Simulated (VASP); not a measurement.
# How biaxial strain in the (111) plane changes BP (F-43m)

Wanted: the response of BP to biaxial strain in the (111) plane, as a table, with a fit that predicts a row left out.

Method: LDA; plane waves and PAW (B, P), in the first sound run; inputs show where later runs differ, in VASP 6.6.1.

**1. Set-up**

It takes space group F-43m (No. 216, cubic). The conventional cell has a = 4.538 Å, b = 4.538 Å, c = 4.538 Å, α = 90.00°, β = 90.00°, γ = 90.00°. Nearest to B lie 4 P at 1.97 Å. Nearest to P lie 4 B at 1.97 Å. Farther neighbours are not listed.

**2. Relax the crystal, LDA**

The series starts from the cell that this level prefers, so that zero strain is near zero stress.

This step took 2 runs in a row; the last is shown.

Level: LDA; plane waves and PAW (B, P).

Contents of INCAR:

```
SYSTEM = BP
PREC = Accurate
ENCUT = 480
EDIFF = 1E-07
NELM = 120
ISMEAR = 0
SIGMA = 0.02
LREAL = .FALSE.
ALGO = Normal
GGA = CA
NBANDS = 10
LASPH = .TRUE.
LORBIT = 11
LWAVE = .FALSE.
LCHARG = .FALSE.
KPAR = 12
IBRION = 2
NSW = 40
ISIF = 3
EDIFFG = -0.005
POTIM = 0.4
```

Contents of POSCAR:

```
BP
1.0
    0.0000000000      2.2448005768      2.2448005768
    2.2448005768      0.0000000000      2.2448005768
    2.2448005768      2.2448005768      0.0000000000
B P
1 1
Direct
    0.0000000000      0.0000000000      0.0000000000
    0.2500000000      0.2500000000      0.2500000000
```

Contents of KPOINTS:

```
Automatic mesh
0
Gamma
11 11 11
0 0 0
```

The projector-augmented-wave data sets are B and P (LDA family, release 64).

Launch:

```
$ mpirun -np 12 vasp_std
```

Output:

```text
[banner, memory and clock lines left out]
running   12 mpi-ranks, on    1 nodes
[...]
|                                                                             |
|           W    W    AA    RRRRR   N    N  II  N    N   GGGG   !!!           |
|           W    W   A  A   R    R  NN   N  II  NN   N  G    G  !!!           |
|           W    W  A    A  R    R  N N  N  II  N N  N  G       !!!           |
|           W WW W  AAAAAA  RRRRR   N  N N  II  N  N N  G  GGG   !            |
|           WW  WW  A    A  R   R   N   NN  II  N   NN  G    G                |
|           W    W  A    A  R    R  N    N  II  N    N   GGGG   !!!           |
|                                                                             |
|     For optimal performance we recommend to set                             |
|       NCORE = 2 up to number-of-cores-per-socket                            |
|     NCORE specifies how many cores store one orbital (NPAR=cpu/NCORE).      |
|     This setting can greatly improve the performance of VASP for DFT.       |
[...]
|     Unfortunately you need to use the default for GW and RPA                |
|     calculations (for HF NCORE is supported but not extensively tested      |
|     yet).                                                                   |
|                                                                             |

 LDA part: xc-table for (Slater(with rela. corr.)+CA(PZ))
 , standard interpolation
 POSCAR, INCAR and KPOINTS ok, starting setup
[...]
entering main loop
       N       E                     dE             d eps       ncg     rms          rms(c)
DAV:   1     0.771284084364E+01    0.77128E+01   -0.39718E+03  1120   0.680E+02
DAV:   2    -0.147837503994E+02   -0.22497E+02   -0.21399E+02  1566   0.111E+02
DAV:   3    -0.152987166902E+02   -0.51497E+00   -0.51420E+00  1370   0.160E+01
DAV:   4    -0.153005216122E+02   -0.18049E-02   -0.18045E-02  1412   0.108E+00
[...]
DAV:  11    -0.143991051354E+02   -0.18618E-05   -0.59788E-06  1404   0.135E-02    0.373E-02
DAV:  12    -0.143991048169E+02    0.31846E-06   -0.19057E-06  1274   0.627E-03    0.890E-03
DAV:  13    -0.143991048240E+02   -0.71153E-08   -0.64783E-08   640   0.170E-03
   1 F= -.14399105E+02 E0= -.14399105E+02  d E =-.143991E+02
[...]
reached required accuracy - stopping structural energy minimisation
```

Wall time 2.4 s (12 MPI ranks of AMD EPYC 7R43, shared host); peak memory 1.2 GiB.

Lines that name or quote the potential files are left out of all logs, and their timing lines are given in words.

Parts of OUTCAR (step 2):

```text
  Total        0.0006740      0.0006740      0.0006740     -0.0000000      0.0000000      0.0000000
  in kB        0.0477292      0.0477292      0.0477292     -0.0000000      0.0000000      0.0000000
  external PRESSURE =       0.0477292 kB  Pullay stress =       0.0000000 kB

 POSITION                                       TOTAL-FORCE (eV/Angst)
 -----------------------------------------------------------------------------------
      0.00000      0.00000      0.00000        -0.000000     -0.000000      0.000000
      1.12240      1.12240      1.12240         0.000000      0.000000     -0.000000
 -----------------------------------------------------------------------------------
    total drift:                                0.000000      0.000000      0.000000

  FREE ENERGIE OF THE ION-ELECTRON SYSTEM (eV)
  ---------------------------------------------------
  free  energy   TOTEN  =       -14.3991048240 eV

  energy  without entropy=      -14.3991048240  energy(sigma->0) =      -14.39910482

 reached required accuracy - stopping structural energy minimisation

[... 3 further parts left out ...]
[key lines of the parts left out:]
E-fermi :   7.8723
```

This run gave:

- energy(sigma→0) of the program: -14.3991 eV
- stress, compression positive: 0.00 along [111], 0.00 across it (mean), GPa
- volume: 22.624 Å³
- ionic steps: 1

**3. Strain along the normal, LDA**

One member in full: the plane is strained by -0.5 %, and the strain along the normal is moved by secant steps until the normal stress is under 0.012 GPa or five steps are spent; the atoms relax at each step.

This step took 3 runs, each at a new trial strain with the atoms of the one before; the last is shown.

Level: LDA; plane waves and PAW (B, P); cell typed or built by script.

Edit INCAR of step 2 so:

```diff
@@ -15,7 +15,7 @@
 LCHARG = .FALSE.
-KPAR = 12
-IBRION = 2
-NSW = 40
-ISIF = 3
-EDIFFG = -0.005
-POTIM = 0.4
+KPAR = 3
+IBRION = 1
+NSW = 25
+ISIF = 2
+EDIFFG = -0.004
+POTIM = 0.3
```

Contents of POSCAR:

```
BP
1.0
    0.0090693310      2.2426459050      2.2426459050
    2.2426459050      0.0090693310      2.2426459050
    2.2426459050      2.2426459050      0.0090693310
B P
1 1
Direct
    0.0001660571      0.0001660571      0.0001660571
    0.2498339429      0.2498339429      0.2498339429
```

KPOINTS is that of step 2.

Launch:

```
$ mpirun -np 3 vasp_std
```

Output:

```text
[banner, memory and clock lines left out]
running    3 mpi-ranks, on    1 nodes
[...]
LDA part: xc-table for (Slater(with rela. corr.)+CA(PZ))
 , standard interpolation
 POSCAR, INCAR and KPOINTS ok, starting setup
[...]
entering main loop
       N       E                     dE             d eps       ncg     rms          rms(c)
DAV:   1     0.619349823017E+01    0.61935E+01   -0.38322E+03  2928   0.673E+02
DAV:   2    -0.148418953577E+02   -0.21035E+02   -0.20035E+02  4124   0.108E+02
DAV:   3    -0.153192066924E+02   -0.47731E+00   -0.47649E+00  3606   0.153E+01
DAV:   4    -0.153209728748E+02   -0.17662E-02   -0.17660E-02  3534   0.106E+00
[...]
DAV:  11    -0.143973483130E+02   -0.18463E-05   -0.59504E-06  3640   0.135E-02    0.378E-02
DAV:  12    -0.143973480225E+02    0.29052E-06   -0.18886E-06  3318   0.627E-03    0.925E-03
DAV:  13    -0.143973480276E+02   -0.51576E-08   -0.58704E-08  1662   0.166E-03
   1 F= -.14397348E+02 E0= -.14397348E+02  d E =-.143973E+02
 BRION: g(F)=  0.274E-05 g(S)=  0.000E+00
[...]
N       E                     dE             d eps       ncg     rms          rms(c)
DAV:   1    -0.143973491334E+02   -0.11110E-05   -0.59871E-05  2952   0.514E-02    0.362E-03
DAV:   2    -0.143973492037E+02   -0.70219E-07   -0.13910E-06  3740   0.924E-03    0.173E-03
DAV:   3    -0.143973491771E+02    0.26588E-07   -0.50121E-08  1850   0.151E-03
   2 F= -.14397349E+02 E0= -.14397349E+02  d E =-.114946E-05
 BRION: g(F)=  0.627E-07 g(S)=  0.000E+00 retain N=  1 mean eig= 0.87
 eig:   0.869
 reached required accuracy - stopping structural energy minimisation
```

The job ended after 12 s (3 MPI ranks; peak memory 0.33 GiB).

Parts of OUTCAR (step 3):

```text
  Total        0.2252714      0.2252714      0.2252714     -0.1120171     -0.1120171     -0.1120171
  in kB       16.0970742     16.0970742     16.0970742     -8.0043353     -8.0043353     -8.0043353
  external PRESSURE =      16.0970742 kB  Pullay stress =       0.0000000 kB

 POSITION                                       TOTAL-FORCE (eV/Angst)
 -----------------------------------------------------------------------------------
      0.00086      0.00086      0.00086        -0.000601     -0.000601     -0.000601
      1.12273      1.12273      1.12273         0.000601      0.000601      0.000601
 -----------------------------------------------------------------------------------
    total drift:                                0.000025      0.000025      0.000025

  FREE ENERGIE OF THE ION-ELECTRON SYSTEM (eV)
  ---------------------------------------------------
  free  energy   TOTEN  =       -14.3973491771 eV

  energy  without entropy=      -14.3973491771  energy(sigma->0) =      -14.39734918

[... 1 part as in an earlier step ...]

[... 3 further parts left out ...]
[key lines of the parts left out:]
E-fermi :   8.0846
```

This run gave:

```
energy(sigma→0) of the program : -14.3973 eV
stress, compression positive   : 0.01 along [111], 2.41 across it (mean), GPa
ionic steps                    : 2
```

**4. Band edges, TB-mBJ with spin-orbit coupling**

Short lines in KPOINTS_OPT sample the zone centre along and across the normal of the plane, for masses, and the other valleys.

Level: TB-mBJ, spin-orbit coupling; plane waves and PAW (B, P); cell typed or built by script.

TB-mBJ has no energy functional, so the total energy, stress and pressure in this output mean nothing.

Contents of INCAR:

```
SYSTEM = BP
PREC = Accurate
ENCUT = 480
EDIFF = 1E-06
NELM = 150
ISMEAR = 0
SIGMA = 0.02
LREAL = .FALSE.
ALGO = Normal
METAGGA = MBJ
LASPH = .TRUE.
LNONCOLLINEAR = .TRUE.
MAGMOM = 0 0 0 0 0 0
NBANDS = 18
GGA_COMPAT = .FALSE.
LSORBIT = .TRUE.
LWAVE = .FALSE.
LCHARG = .FALSE.
KPAR = 3
```

Contents of POSCAR:

```
BP
1.0
    0.0090693310      2.2426459050      2.2426459050
    2.2426459050      0.0090693310      2.2426459050
    2.2426459050      2.2426459050      0.0090693310
B P
1 1
Direct
    0.0001916317      0.0001916317      0.0001916317
    0.2498083683      0.2498083683      0.2498083683
```

Contents of KPOINTS:

```
Automatic mesh
0
Gamma
9 9 9
0 0 0
```

Contents of KPOINTS_OPT:

```
Line mode
6
Line-mode
Reciprocal
  0.00000000   0.00000000   0.00000000
  0.02064893   0.02064893   0.02064893

  0.00000000   0.00000000   0.00000000
 -0.01256828   0.01256828   0.00000000

  0.31000000   0.31000000   0.00000000
  0.50000000   0.50000000   0.00000000

  0.00000000   0.31000000   0.31000000
  0.00000000   0.50000000   0.50000000

  0.45000000   0.45000000   0.45000000
  0.50000000   0.50000000   0.50000000

  0.45000000   0.00000000   0.00000000
  0.50000000   0.00000000   0.00000000

  0.42500000   0.42500000   0.00000000
  0.42507217   0.44284641   0.01784641

  0.50000000   0.50000000   0.50000000
  0.48743172   0.51256828   0.50000000
```

Launch:

```
$ mpirun -np 3 vasp_ncl
```

Output:

```text
[banner, memory and clock lines left out]
running    3 mpi-ranks, on    1 nodes
[...]
|                                                                             |
|               ----> ADVICE to this user running VASP <----                  |
|                                                                             |
|     You enforced a specific xc type in the INCAR file but a different       |
|     [... a line on the potential file left out ...]
|     I HOPE YOU KNOW WHAT YOU ARE DOING!                                     |
|                                                                             |

 LDA part: xc-table for (None), standard interpolation
 POSCAR, INCAR and KPOINTS ok, starting setup
[...]
entering main loop
       N       E                     dE             d eps       ncg     rms          rms(c)
DAV:   1     0.870903177813E+01    0.87090E+01   -0.33410E+03  5940   0.757E+02
DAV:   2    -0.174353653085E+02   -0.26144E+02   -0.23998E+02  8234   0.142E+02
DAV:   3    -0.184211741010E+02   -0.98581E+00   -0.97696E+00  7478   0.231E+01
DAV:   4    -0.184252765100E+02   -0.41024E-02   -0.41004E-02  7272   0.177E+00
[...]
DAV:  25    -0.155708334689E+02   -0.19544E-04   -0.29916E-10  3054   0.168E-04    0.291E-05
DAV:  26    -0.155708384581E+02   -0.49892E-05   -0.82952E-11  3054   0.798E-05    0.274E-05
DAV:  27    -0.155708385036E+02   -0.45556E-07   -0.94696E-12  3054   0.286E-05
   1 F= -.15570839E+02 E0= -.15570839E+02  d E =-.602444E-13  mag=     0.0000    -0.0000     0.0000
 Start KPOINTS_OPT (optional k-point list driver)
k-point batch [1-48\48]
       N       E                     dE             ncg
DAV:   1     0.224337395500E+04   -0.81757E+04     1728
DAV:   2     0.854617865723E+03   -0.13888E+04     2446
DAV:   3     0.805057183275E+03   -0.49561E+02     2196
DAV:   4     0.804838021386E+03   -0.21916E+00     2134
DAV:   5     0.804836519552E+03   -0.15018E-02     2184
DAV:   6     0.804836502458E+03   -0.17094E-04     2150
DAV:   7     0.804836502217E+03   -0.24041E-06     1752
```

Elapsed: 2.3 min, on 3 MPI ranks; peak memory 0.88 GiB; 6.8 min of CPU time.

Parts of OUTCAR (step 4):

```text
  LATTYP: Found a trigonal (rhomboedric) cell.
 ALAT       =     3.1715932216
 COS(alpha) =     0.5040399101

 Subroutine GETGRP returns: Found  6 space group operations
 (whereof  6 operations were pure point group operations)

The static configuration has the point symmetry C_3v.

 Found    165 irreducible k-points:

   k-points           NKPTS =    165   k-points in BZ     NKDIM =    165   number of bands    NBANDS=     18

   dimension x,y,z NGX =    24 NGY =   24 NGZ =   24
   dimension x,y,z NGXF=    48 NGYF=   48 NGZF=   48

   ENCUT  =  480.0 eV  35.28 Ry    5.94 a.u.   5.67  5.67  5.67*2*pi/ulx,y,z

   NELECT =       8.0000    total number of electrons

 E-fermi :   7.7677

 k-point     1 :       0.0000    0.0000    0.0000
  band No.  band energies     occupation
    ...
      4       7.5957      1.00000
      5       7.6588      1.00000
      6       7.6588      1.00000
      7       7.6797      1.00000
      8       7.6797      1.00000
      9      11.9067      0.00000
     10      11.9067      0.00000
     11      12.0066      0.00000
     12      12.0066      0.00000
     13      12.0309      0.00000
    ...

 k-point     2 :       0.1111    0.0000   -0.0000
  band No.  band energies     occupation
    ...
      4       6.2036      1.00000
      5       7.2833      1.00000
      6       7.2839      1.00000
      7       7.3421      1.00000
      8       7.3422      1.00000
      9      12.3786      0.00000
     10      12.3931      0.00000
     11      12.4488      0.00000
     12      12.4652      0.00000
     13      12.5055      0.00000
    ...

  Total        2.9931142      2.9931142      2.9931142     -0.1126156     -0.1126156     -0.1126156
  in kB      213.8770606    213.8770606    213.8770606     -8.0471020     -8.0471020     -8.0471020
  external PRESSURE =     213.8770606 kB  Pullay stress =       0.0000000 kB

 POSITION                                       TOTAL-FORCE (eV/Angst)
 -----------------------------------------------------------------------------------
      0.00086      0.00086      0.00086        -0.057532     -0.057532     -0.057532
      1.12273      1.12273      1.12273         0.057532      0.057532      0.057532
 -----------------------------------------------------------------------------------
    total drift:                                0.010604      0.010604      0.010604

  FREE ENERGIE OF THE ION-ELECTRON SYSTEM (eV)
  ---------------------------------------------------
  free  energy   TOTEN  =       -15.5708385036 eV

  energy  without entropy=      -15.5708385036  energy(sigma->0) =      -15.57083850

 Spin-Orbit-Coupling matrix elements
 Ion:    1  E_soc:     -0.0000036
 Ion:    2  E_soc:     -0.0008116

[... 1 part as in an earlier step ...]

[... 7 further parts left out ...]
```

**5. Band edges, r2SCAN with spin-orbit coupling**

Short lines in KPOINTS_OPT sample the zone centre along and across the normal of the plane, for masses, and the other valleys.

Level: r2SCAN, spin-orbit coupling; plane waves and PAW (B, P); cell typed or built by script.

Edit INCAR of step 4 so:

```diff
@@ -4,3 +4,3 @@
 EDIFF = 1E-06
-NELM = 150
+NELM = 100
 ISMEAR = 0
@@ -9,3 +9,3 @@
 ALGO = Normal
-METAGGA = MBJ
+METAGGA = R2SCAN
 LASPH = .TRUE.
```

POSCAR is that of step 4.

KPOINTS is that of step 4.

KPOINTS_OPT is that of step 4.

Launch:

```
$ mpirun -np 3 vasp_ncl
```

Output:

```text
[banner, memory and clock lines left out]
running    3 mpi-ranks, on    1 nodes
[...]
[... a notice as in an earlier step ...]

 LDA part: xc-table for (None), standard interpolation
 POSCAR, INCAR and KPOINTS ok, starting setup
[...]
entering main loop
       N       E                     dE             d eps       ncg     rms          rms(c)
DAV:   1    -0.323495145157E+02   -0.32350E+02   -0.34291E+03  5940   0.773E+02
DAV:   2    -0.597752786943E+02   -0.27426E+02   -0.25192E+02  8228   0.148E+02
DAV:   3    -0.608462900265E+02   -0.10710E+01   -0.10609E+01  7596   0.250E+01
DAV:   4    -0.608527796684E+02   -0.64896E-02   -0.64858E-02  7390   0.234E+00
[...]
DAV:  10    -0.589110098727E+02   -0.95930E-04   -0.27478E-05  6922   0.581E-02    0.597E-02
DAV:  11    -0.589110334058E+02   -0.23533E-04   -0.22856E-05  6738   0.475E-02    0.171E-02
DAV:  12    -0.589110338155E+02   -0.40970E-06   -0.15481E-06  7180   0.152E-02
   1 F= -.58911034E+02 E0= -.58911034E+02  d E =-.973402E-27  mag=    -0.0000     0.0000     0.0000
 Start KPOINTS_OPT (optional k-point list driver)
k-point batch [1-48\48]
       N       E                     dE             ncg
DAV:   1     0.225319773497E+04   -0.81659E+04     1728
DAV:   2     0.850511164783E+03   -0.14027E+04     2462
DAV:   3     0.799217230850E+03   -0.51294E+02     2194
DAV:   4     0.798892019116E+03   -0.32521E+00     2166
DAV:   5     0.798888297337E+03   -0.37218E-02     2204
DAV:   6     0.798888232580E+03   -0.64757E-04     2260
DAV:   7     0.798888231199E+03   -0.13810E-05     1836
DAV:   8     0.798888231141E+03   -0.58302E-07     1530
```

The job ended after 4.4 min (3 MPI ranks; peak memory 0.84 GiB; 13 min of CPU time).

(Part 1 of 2 ends here.)

[Lines on the potential files, build, host, timing and source positions are cut from VASP's logs without a mark.]

[Logs are printed without paths, hosts, clocks, repeated set-up lines and the standing remarks that a program may print on its own settings, such as how far it seeks lower states.]

[Hosts, paths, dates, database ids (printed as entryN), source tags and the programs' standing remarks are cut or masked in the printed files.]

[In band tables of VASP the shares of atoms and orbitals are scaled to a sum of 1 inside the atoms' spheres.]
